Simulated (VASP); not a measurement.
# PbS (Galena) (Fm-3m) in VASP: notebook, part 2 of 3

VASP 6.6.1. Earlier steps stand in the parts before.

## Step 3: Band structure, AM05

File POSCAR:

```
PbS
1.0
    0.0000000000      2.9657500000      2.9657500000
    2.9657500000      0.0000000000      2.9657500000
    2.9657500000      2.9657500000      0.0000000000
Pb S
1 1
Direct
    0.0000000000      0.0000000000      0.0000000000
    0.5000000000      0.5000000000      0.5000000000
```

File INCAR.step1:

```
ALGO     = Normal         # electronic algorithm
EDIFF    = 1E-6           # SCF threshold, eV
ENCUT    = 520            # plane-wave cutoff, eV
GGA      = AM             # functional
ISIF     = 2              # what is computed and relaxed
ISMEAR   = -1             # smearing method
LASPH    = True           # aspherical terms in the spheres
LCHARG   = True           # write CHGCAR
LREAL    = False          # projectors in reciprocal space
LWAVE    = False          # write WAVECAR
NBANDS   = 17             # bands
NELM     = 60             # most SCF steps
PREC     = Accurate       # precision mode
SIGMA    = 0.05           # smearing width, eV
```

File KPOINTS.step1:

```
k-points
0
Gamma
  8 8 8
```

File INCAR.step2:

```
ALGO     = Normal         # electronic algorithm
EDIFF    = 1E-6           # SCF threshold, eV
ENCUT    = 520            # plane-wave cutoff, eV
GGA      = AM             # functional
ICHARG   = 11             # starting density
ISIF     = 2              # what is computed and relaxed
ISMEAR   = 0              # smearing method
LASPH    = True           # aspherical terms in the spheres
LCHARG   = False          # write CHGCAR
LREAL    = False          # projectors in reciprocal space
LWAVE    = False          # write WAVECAR
NBANDS   = 17             # bands
NELM     = 60             # most SCF steps
PREC     = Accurate       # precision mode
SIGMA    = 0.05           # smearing width, eV
```

File KPOINTS.step2:

```
path GXWKGLUWLK,UX
20
line-mode
reciprocal
 0.0000000000  0.0000000000  0.0000000000  G
 0.5000000000  0.0000000000  0.5000000000  X

 0.5000000000  0.0000000000  0.5000000000  X
 0.5000000000  0.2500000000  0.7500000000  W

 0.5000000000  0.2500000000  0.7500000000  W
 0.3750000000  0.3750000000  0.7500000000  K

 0.3750000000  0.3750000000  0.7500000000  K
 0.0000000000  0.0000000000  0.0000000000  G

 0.0000000000  0.0000000000  0.0000000000  G
 0.5000000000  0.5000000000  0.5000000000  L

 0.5000000000  0.5000000000  0.5000000000  L
 0.6250000000  0.2500000000  0.6250000000  U

 0.6250000000  0.2500000000  0.6250000000  U
 0.5000000000  0.2500000000  0.7500000000  W

 0.5000000000  0.2500000000  0.7500000000  W
 0.5000000000  0.5000000000  0.5000000000  L

 0.5000000000  0.5000000000  0.5000000000  L
 0.3750000000  0.3750000000  0.7500000000  K

 0.6250000000  0.2500000000  0.6250000000  U
 0.5000000000  0.0000000000  0.5000000000  X
```

Potentials or basis: VASP PAW PBE potentials, release 64 (Pb_d, S).

Started as:

```bash
> cat potpaw_PBE.64/Pb_d/POTCAR potpaw_PBE.64/S/POTCAR > POTCAR
> cp INCAR.step1 INCAR
> cp KPOINTS.step1 KPOINTS
> mpirun -np 1 vasp_std > vasp.out
> cp INCAR.step2 INCAR
> cp KPOINTS.step2 KPOINTS
> mpirun -np 1 vasp_std > vasp.out
```

OUTCAR:

```text
EDIFF = 1E-6
   ENCUT = 520
   GGA = AM
   ICHARG = 11
   ISIF = 2
   ISMEAR = 0
   LASPH = True
   LREAL = False
   NELM = 60
   PREC = Accurate

 ion  position               nearest neighbor table
   1  0.000  0.000  0.000-   2 2.97   2 2.97   2 2.97   2 2.97   2 2.97   2 2.97
   2  0.500  0.500  0.500-   1 2.97   1 2.97   1 2.97   1 2.97   1 2.97   1 2.97

  LATTYP: Found a face centered cubic cell.
 ALAT       =     5.9315000000

  Lattice vectors:

 A1 = (   0.0000000000,   2.9657500000,   2.9657500000)
 A2 = (   2.9657500000,   0.0000000000,   2.9657500000)
 A3 = (   2.9657500000,   2.9657500000,   0.0000000000)

Analysis of symmetry for initial positions (statically):
=====================================================================
 Subroutine PRICEL returns:
 Original cell was already a primitive cell.

 Routine SETGRP: Setting up the symmetry group for a
 face centered cubic supercell.

 Subroutine GETGRP returns: Found 48 space group operations
 (whereof 48 operations were pure point group operations)
 out of a pool of 48 trial point group operations.

The static configuration has the point symmetry O_h .
[... 149 lines left out ...]
  ext. energy  EPLUGINS =         0.00000000
  ---------------------------------------------------
  free energy    TOTEN  =        -9.91059508 eV

  energy without entropy =       -9.91059506  energy(sigma->0) =       -9.91059507

 E-fermi :   5.9177     XC(G=0):  -9.7579

 val. band max:        5.7499376620   @ k =   0.5000   0.5000   0.5000
 cond. band min:       6.0854535233   @ k =   0.5000   0.5000   0.5000
 fundamental gap:      0.3355158614
 Fermi energy:         5.9176692705

 k-point     1 :       0.0000    0.0000    0.0000
  band No.  band energies     occupation
      1     -11.0486      2.00000
      2     -11.0486      2.00000
      3     -11.0486      2.00000
      4     -11.0373      2.00000
      5     -11.0373      2.00000
      6      -7.8203      2.00000
[... 457 lines left out ...]
      4     -10.9884      2.00000
      5     -10.9870      2.00000
      6      -6.1109      2.00000
[... 9 lines left out ...]
     16      17.7401      0.00000
     17      18.2497      0.00000

 [... further k-points ...]
[... 5 lines left out ...]
  --------------------------------------------------------------------------------------
  -------------------------------------------------------------------------------------
  Total       -1.5050881     -1.5050881     -1.5050881     -0.0000000      0.0000000     -0.0000000
  in kB      -46.2209516    -46.2209516    -46.2209516     -0.0000000      0.0000000     -0.0000000
  external PRESSURE =     -46.2209516 kB  Pullay stress =       0.0000000 kB

 VOLUME and BASIS-vectors are now :
 -----------------------------------------------------------------------------
  energy-cutoff  :      520.00
  volume of cell :       52.17
      direct lattice vectors                 reciprocal lattice vectors
     0.000000000  2.965750000  2.965750000    -0.168591419  0.168591419  0.168591419
     2.965750000  0.000000000  2.965750000     0.168591419 -0.168591419  0.168591419
     2.965750000  2.965750000  0.000000000     0.168591419  0.168591419 -0.168591419

 POSITION                                       TOTAL-FORCE (eV/Angst)
 -----------------------------------------------------------------------------------
      0.00000      0.00000      0.00000        -0.000000     -0.000000     -0.000000
      2.96575      2.96575      2.96575         0.000000      0.000000      0.000000
 -----------------------------------------------------------------------------------
    total drift:                                0.000000     -0.000000     -0.000000

  FREE ENERGIE OF THE ION-ELECTRON SYSTEM (eV)
  ---------------------------------------------------
  free  energy   TOTEN  =        -9.9105950768 eV

  energy  without entropy=       -9.9105950621  energy(sigma->0) =       -9.91059507
```

OSZICAR.step1:

```text
N       E                     dE             d eps       ncg     rms          rms(c)
DAV:   1     0.157610005535E+03    0.15761E+03   -0.97791E+03   986   0.124E+03
DAV:   2     0.290491000974E+01   -0.15471E+03   -0.14972E+03  1048   0.313E+02
DAV:   3    -0.900485824602E+01   -0.11910E+02   -0.11802E+02  1282   0.907E+01
DAV:   4    -0.929530086126E+01   -0.29044E+00   -0.29019E+00  1266   0.156E+01
DAV:   5    -0.930562452941E+01   -0.10324E-01   -0.10323E-01  1437   0.288E+00    0.441E+00
DAV:   6    -0.890316960465E+01    0.40245E+00   -0.11525E+00  1588   0.718E+00    0.300E+00
DAV:   7    -0.890336724018E+01   -0.19764E-03   -0.11776E-01  1134   0.175E+00    0.165E+00
DAV:   8    -0.890638156176E+01   -0.30143E-02   -0.14178E-02  1184   0.126E+00    0.204E-01
DAV:   9    -0.890614962316E+01    0.23194E-03   -0.27275E-03  1501   0.452E-01    0.766E-02
DAV:  10    -0.890634226124E+01   -0.19264E-03   -0.38330E-04  1140   0.107E-01    0.414E-02
DAV:  11    -0.890635693867E+01   -0.14677E-04   -0.52287E-05  1295   0.713E-02    0.150E-02
DAV:  12    -0.890635893858E+01   -0.19999E-05   -0.56671E-06  1200   0.239E-02    0.529E-03
DAV:  13    -0.890635899285E+01   -0.54272E-07   -0.31093E-07   938   0.432E-03
   1 F= -.89063590E+01 E0= -.89062437E+01  d E =-.230602E-03
```

Wall time 3 min (1 thread of AMD EPYC 7R43 (Zen 3), shared host); peak memory 0.26 GiB.

Results:

- Band gap on the k mesh: 0.34 eV, direct
- Band gap along the path: 0.34 eV, direct

Levels at the corners of the path, in eV from the valence-band top:
```
point  band 8  band 9  band 10  band 11  band 12  band 13
    Γ   -2.16   -2.16    -2.16     5.18     5.18     5.18
    X   -5.22   -3.45    -3.45     3.83     5.57     5.67
    X   -5.22   -3.45    -3.45     3.83     5.57     5.67
    W   -4.44   -4.44    -1.02     2.16     4.66     4.66
    W   -4.44   -4.44    -1.02     2.16     4.66     4.66
    K   -4.79   -2.94    -2.49     3.31     4.11     5.05
    K   -4.79   -2.94    -2.49     3.31     4.11     5.05
    Γ   -2.16   -2.16    -2.16     5.18     5.18     5.18
    Γ   -2.16   -2.16    -2.16     5.18     5.18     5.18
    L   -1.77   -1.77     0.00     0.34     1.92     1.92
    L   -1.77   -1.77     0.00     0.34     1.92     1.92
    U   -4.79   -2.94    -2.49     3.31     4.11     5.05
    U   -4.79   -2.94    -2.49     3.31     4.11     5.05
    W   -4.44   -4.44    -1.02     2.16     4.66     4.66
    W   -4.44   -4.44    -1.02     2.16     4.66     4.66
    L   -1.77   -1.77     0.00     0.34     1.92     1.92
    L   -1.77   -1.77     0.00     0.34     1.92     1.92
    K   -4.79   -2.94    -2.49     3.31     4.11     5.05
    U   -4.79   -2.94    -2.49     3.31     4.11     5.05
    X   -5.22   -3.45    -3.45     3.83     5.57     5.67
```

Caveat: the log is that of the step along the path at fixed density, whose energy, stress, charges and moments have no meaning; the PAW data sets were made with another functional, which shifts forces and pressure a little; spin-orbit coupling is left out, which as a rule narrows the gap of such compounds by several tenths of an eV.

(Continued in part 3 of 3.)
